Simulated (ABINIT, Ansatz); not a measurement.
# SiC (P6_3mc): G0W0 with ABINIT, start to end, part 3 of 3

How does a plane-wave GW calculation on SiC (P6_3mc) run from the first input to the gap?

ABINIT 10.8.3; PBE and many-body steps on it, plane waves. Known limits of the many-body steps: not at the basis limit.

So far. Step 4 (Empty states on the mesh, 6×6×4 mesh, 127 bands): On this mesh the gap is 2.275 eV. Step 5 (Screening, 6×6×4 mesh, 119 bands, screening to 179.6 eV): Local fields lower ε∞ by 9 %.

## 6. Self-energy, 6×6×4 mesh, 119 bands, screening to 179.6 eV

The self-energy is evaluated for the states that the input lists, and the levels follow from it, in one-shot runs by the linearised quasiparticle equation.

This step: G0W0 on PBE, plane waves, norm-conserving pseudopotentials.

run.abi

```
acell 3*1.0 Angstrom
rprim 
  3.073513928196 0.000000000001 0.000000000000
  -1.536756964099 2.661741140703 0.000000000000
  0.000000000000 0.000000000000 5.045247710000
ntypat 2
znucl 14 6
natom 4
typat 1 1 2 2
xred 
  0.333333333333 0.666666666667 0.499602400000
  0.666666666667 0.333333333333 0.999602400000
  0.333333333333 0.666666666667 0.875397600000
  0.666666666667 0.333333333333 0.375397600000
pp_dirpath "pseudos"
pseudos "Si.upf, C.upf"
ecut 37
ngkpt 6 6 4
nshiftk 1
shiftk 0 0 0
kptopt 1
chksymbreak 0
istwfk *1
occopt 1
irdwfk 1
optdriver 4
nband 119
gwcalctyp 0
ecutsigx 37
symsigma 1
nkptgw 3
kptgw 
  0.0000000000 0.0000000000 0.0000000000
  0.3333333333 0.3333333333 0.0000000000
  0.5000000000 0.0000000000 0.0000000000
bdgw 
  7 10
  6 10
  7 10
ecuteps 6.6
irdscr 1
ppmodel 1
indata_prefix "in"
outdata_prefix "out"
tmpdata_prefix "tmp"
```

Run with:

```bash
OMP_NUM_THREADS=1 mpirun -n 8 abinit run.abi > log
```

Numbers of over 12 decimals in the logs are rounded to 6 here.

Log:

```text
.Version 10.8.3 of ABINIT. v10.8.2 released Aug 2026.

 Symmetries : space group P6_3 m c (#186); Bravais hP (primitive hexag.)
[... echo of the input left out ...]
== DATASET  1 ==================================================================
-   mpi_nproc: 8, omp_nthreads: 1 (-1 if OMP is not activated)

--- !DatasetInfo
iteration_state: {dtset: 1, }
dimensions: {natom: 4, nkpt: 21, mband: 119, nsppol: 1, nspinor: 1, nspden: 1, mpw: 3015, }
cutoff_energies: {ecut:  37.0, pawecutdg:  -1.0, }
electrons: {nelect:   1.60000000E+01, charge:   0.00000000E+00, occopt:   1.00000000E+00, tsmear:   1.00000000E-02, }

 SIGMA: Calculation of the GW corrections

 Based on a program developped by R.W. Godby, V. Olevano, G. Onida, and L. Reining.
 Incorporated in ABINIT by V. Olevano, G.-M. Rignanese, and M. Torrent.
.Using double precision arithmetic ; gwpc =  8

[... cell and pseudopotentials left out ...]
--------------------------------------------------------------------------------

 ==== K-mesh for the wavefunctions ====
 Number of points in the irreducible wedge :    21
[... list of points left out ...]
 Together with 12 symmetry operations and time-reversal symmetry
 yields   144 points in the full Brillouin Zone.

 ==== Q-mesh for screening function ====
 Number of points in the irreducible wedge :    21
[... list of points left out ...]
 Together with 12 symmetry operations and time-reversal symmetry
 yields   144 points in the full Brillouin Zone.

 vcoul_init : cutoff-mode = AUXILIARY_FUNCTION
 q-points for optical limit:   1
     1)      0.000010    0.000020    0.000030
 setmesh: FFT mesh size selected  =    27x   27x   54
          total number of points  =        39366

 Number of electrons calculated from density =   16.0000; Expected =   16.0000
 average of density, n =  0.057443
 r_s =    1.6078
 omega_plasma =   23.1193 [eV]

 === KS Band Gaps ===
  >>>> For spin  1
   Minimum direct gap =   3.9851 [eV], located at k-point      :   0.5000  0.0000  0.0000
   Fundamental gap    =   2.2753 [eV], Top of valence bands at :   0.0000  0.0000  0.0000
                                       Bottom of conduction at :   0.3333  0.3333  0.0000
 SIGMA fundamental parameters:
 PLASMON POLE MODEL  1
 number of plane-waves for SigmaX                 2973
 number of plane-waves for SigmaC and W            245
 number of plane-waves for wavefunctions          2973
 number of bands                                   119
 number of independent spin polarizations            1
 number of spinorial components                      1
 number of k-points in IBZ                          21
 number of q-points in IBZ                          21
 number of symmetry operations                      12
 number of k-points in BZ                          144
 number of q-points in BZ                          144
 number of frequencies for dSigma/dE                 9
 frequency step for dSigma/dE [eV]                0.25
 number of omega for Sigma on real axis              0
 max omega for Sigma on real axis  [eV]           0.00
 zcut for avoiding poles [eV]                     0.10

 EPSILON^-1 parameters (SCR file):
 dimension of the eps^-1 matrix on file            245
 dimension of the eps^-1 matrix used               245
 number of plane-waves for wavefunctions          2973
 number of bands                                   119
 number of q-points in IBZ                          21
 number of frequencies                               2
 number of real frequencies                          1
 number of imag frequencies                          1

 matrix elements of self-energy operator (all in [eV])

 Perturbative Calculation

--- !SelfEnergy_ee
iteration_state: {dtset: 1, }
kpoint     : [   0.000,    0.000,    0.000, ]
spin       : 1
KS_gap     :    4.820
QP_gap     :    5.675
Delta_QP_KS:    0.855
data: !SigmaeeData |
     Band     E0 <VxcDFT>   SigX SigC(E0)      Z dSigC/dE  Sig(E)    E-E0       E
        7   7.012 -15.027 -17.600   2.060   0.793  -0.261 -15.434  -0.406   6.605
        8   7.012 -15.027 -17.600   2.060   0.793  -0.261 -15.434  -0.406   6.605
        9  11.832 -12.163  -6.994  -4.614   0.807  -0.239 -11.714   0.449  12.281
       10  13.231 -12.779  -7.194  -5.042   0.794  -0.260 -12.348   0.431  13.663

--- !SelfEnergy_ee
iteration_state: {dtset: 1, }
kpoint     : [   0.333,    0.333,    0.000, ]
spin       : 1
KS_gap     :    6.117
QP_gap     :    7.150
Delta_QP_KS:    1.033
data: !SigmaeeData |
     Band     E0 <VxcDFT>   SigX SigC(E0)      Z dSigC/dE  Sig(E)    E-E0       E
        6   2.959 -13.062 -17.039   2.962   0.781  -0.280 -13.855  -0.793   2.165
        7   2.959 -13.062 -17.039   2.962   0.781  -0.280 -13.855  -0.793   2.165
        8   3.170 -13.150 -17.127   2.957   0.782  -0.279 -13.948  -0.798   2.372
        9   9.287  -9.908  -5.628  -3.994   0.825  -0.213  -9.672   0.235   9.522
       10  15.194 -12.311  -6.198  -5.276   0.793  -0.261 -11.647   0.664  15.858

--- !SelfEnergy_ee
iteration_state: {dtset: 1, }
kpoint     : [   0.500,    0.000,    0.000, ]
spin       : 1
KS_gap     :    3.985
QP_gap     :    4.856
Delta_QP_KS:    0.871
data: !SigmaeeData |
     Band     E0 <VxcDFT>   SigX SigC(E0)      Z dSigC/dE  Sig(E)    E-E0       E
        7   3.715 -12.813 -16.235   2.501   0.789  -0.268 -13.539  -0.726   2.989
        8   5.813 -14.520 -17.600   2.358   0.790  -0.265 -15.091  -0.571   5.242
        9   9.798 -10.579  -6.048  -4.165   0.821  -0.218 -10.279   0.300  10.099
       10  11.240 -11.760  -6.959  -4.234   0.810  -0.235 -11.301   0.459  11.699

== END DATASET(S) ==============================================================
================================================================================

 -outvars: echo values of variables after computation  --------
           etotal      0.0000000000E+00
            nband         119
             nkpt          21
          spgroup         186
 [... the other variables as echoed above ...]

 Calculation completed.
```

Wall time 20 s (8 MPI ranks of Arm Neoverse V1, shared host); peak memory 1.9 GiB; 2.6 min of CPU time.

This step gave:

```yaml
g0w0_gap_on_the_points_computed: 2.917 eV
starting_gap_on_the_mesh: 2.275 eV
k_of_the_valence_top: 0, 0, 0
k_of_the_conduction_bottom: 0.3333, 0.3333, 0
z_at_the_valence_top: 0.793
z_at_the_conduction_bottom: 0.825
least_direct_g0w0_gap_on_the_computed_points: 4.857 eV
```

The gap on the mesh goes from 2.28 eV to 2.92 eV, a correction of +0.64 eV.

Limits: finite bands, cutoff and mesh. v1 is the top filled band, c1 the lowest empty one. Levels before and after the correction, in eV, zero at the valence-band top of each column:

|  | conduction bottom | valence top |
| --- | --- | --- |
| Kohn-Sham | 2.28 | 0.00 |
| G0W0 | 2.92 | 0.00 |

|  | level | energy (eV) |
| --- | --- | --- |
| Kohn-Sham | Γ v2-v1 | 0.000 |
| Kohn-Sham | Γ c1 | 4.820 |
| Kohn-Sham | Γ c2 | 6.220 |
| Kohn-Sham | (0.333 0.333 0) v3-v2 | -4.053 |
| Kohn-Sham | (0.333 0.333 0) v1 | -3.842 |
| Kohn-Sham | (0.333 0.333 0) c1 | 2.275 |
| Kohn-Sham | (0.333 0.333 0) c2 | 8.182 |
| G0W0 | Γ v2-v1 | 0.000 |
| G0W0 | Γ c1 | 5.676 |
| G0W0 | Γ c2 | 7.058 |
| G0W0 | (0.333 0.333 0) v3-v2 | -4.440 |
| G0W0 | (0.333 0.333 0) v1 | -4.233 |
| G0W0 | (0.333 0.333 0) c1 | 2.917 |
| G0W0 | (0.333 0.333 0) c2 | 9.253 |

## 7. Where the time went

Times are wall times on 8 MPI ranks of Arm Neoverse V1, shared host, good to a factor of about two.

```
                          step   time  share  memory (GiB)
                  ground state  5.3 s    3 %          0.53
bands along the symmetry lines  8.1 s    5 %          0.51
      empty states on the mesh   63 s   39 %           4.3
                     screening   67 s   41 %           1.8
                   self-energy   20 s   12 %           1.9
```

## 8. Summary of results

```
PBE gap              : 2.28 eV, indirect
G0W0 gap on the mesh : 2.92 eV
GW settings          : 6×6×4 mesh, 119 bands, screening to 179.6 eV, Godby-Needs plasmon pole
known limits         : not at the basis limit
```

**Reading.** G0W0 moves the gap on the mesh from 2.28 eV to 2.92 eV (+0.64 eV), with Z of 0.79 and 0.82 at the edges. Local fields lower the RPA ε∞ on this mesh from 7.51 to 6.85. Only 3 of the mesh's irreducible points were corrected, so a valley elsewhere could overtake. Against experiment, by G0W0@PBE: the gap of 2.92 eV lies −0.41 eV from the measured 3.33 eV (kind not stated, quoted 2020). The calculation has static nuclei and no excitons; a measured gap holds zero-point and thermal motion, which mostly lowers it. Bands and cutoff are finite, so the gap is not at the basis limit. The miss can reach some tenths of an eV and take either sign; the mesh is an error of its own. In the G0W0 run levels were corrected at 3 k points alone, so a gap called «on the mesh» is the least over those, and an edge elsewhere would be missed.

[Paths, hosts, dates, memory and timing lines, banners, echoed tables and standing remarks are left out of the program output.]

[Logs are printed without paths, hosts, clocks, repeated set-up lines and the standing remarks that a program may print on its own settings, such as how far it seeks lower states.]

[Runs of the session that timed out or met a known fault of the program may be left out.]

[Hosts, paths, dates, database ids (printed as entryN), source tags and the programs' standing remarks are cut or masked in the printed files.]

[G0W0 gaps are taken among the corrected bands and points alone; a level outside them can change the order at an edge.]

[Where Ansatz stands beside ABINIT at settings called matched, ABINIT's density can come from a denser mesh and the files from another edition; pairs whose starting gaps differed by over 0.03 eV were left out, so agreement reads better than it is.]
